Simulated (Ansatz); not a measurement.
Crystal: Bi2Se3 (Paraguanajuatite).

```
Bi Se
1.0
     2.07150    1.19598    9.54533
    -2.07150    1.19598    9.54533
     0.00000   -2.39196    9.54533
Bi Se
2 3
Direct
  0.59920 0.59920 0.59920
  0.40080 0.40080 0.40080
  0.78830 0.78830 0.78830
  0.21170 0.21170 0.21170
  0.00000 0.00000 0.00000
```

| Quantity | Value |
| --- | --- |
| Program | Ansatz 0.2.0 |
| Task | relaxation of cell and atoms |
| Functional | PBEsol |
| Dispersion | D4 |
| Potentials or basis | Ansatz PAW |
| Cutoff | 420 eV (not typed: the program's choice for these potentials) |
| k mesh | 8 × 8 × 8 |
| Occupations | fermi-dirac, width 0.05 eV |
| Spin | no spin polarisation |

At the start: volume 28.38 Å³/atom.

**Question.** Where does the relaxation end?

**Answer.** It ends after 6 steps and the volume is 27.12 Å³/atom (-4.4 %); space group R-3m (No. 166, to 0.05 Å).

The path:
| step | energy change (eV) | largest force (eV/Å) | volume (Å³) |
| --- | --- | --- | --- |
| 1 | 0.0000 | 0.1515 | 141.89 |
| 2 | -0.0162 | 0.2273 | 133.56 |
| 3 | -0.0375 | 0.0243 | 135.96 |
| 4 | -0.0388 | 0.0137 | 135.66 |
| 5 | -0.0389 | 0.0036 | 135.59 |
| 6 | -0.0379 | 0.0037 | 135.59 |

Final structure:
```cif
data_structure
_symmetry_space_group_name_H-M 'P 1'
_symmetry_Int_Tables_number 1
_cell_length_a 9.6116
_cell_length_b 9.6116
_cell_length_c 9.6116
_cell_angle_alpha 24.628
_cell_angle_beta 24.628
_cell_angle_gamma 24.628
_cell_volume 135.59
loop_
_atom_site_label
_atom_site_type_symbol
_atom_site_fract_x
_atom_site_fract_y
_atom_site_fract_z
_atom_site_occupancy
Bi1 Bi 0.59858 0.59858 0.59858 1
Bi2 Bi 0.40142 0.40142 0.40142 1
Se1 Se 0.79108 0.79108 0.79108 1
Se2 Se 0.20892 0.20892 0.20892 1
Se3 Se 0.00000 0.00000 0.00000 1
```

Caveat: the plane-wave basis is chosen anew once the cell has moved, so the energies of steps on either side of that aren't comparable; the PAW data sets come from PBE, with cores solved anew for the run's functional, which leaves a small shift of forces and pressure.
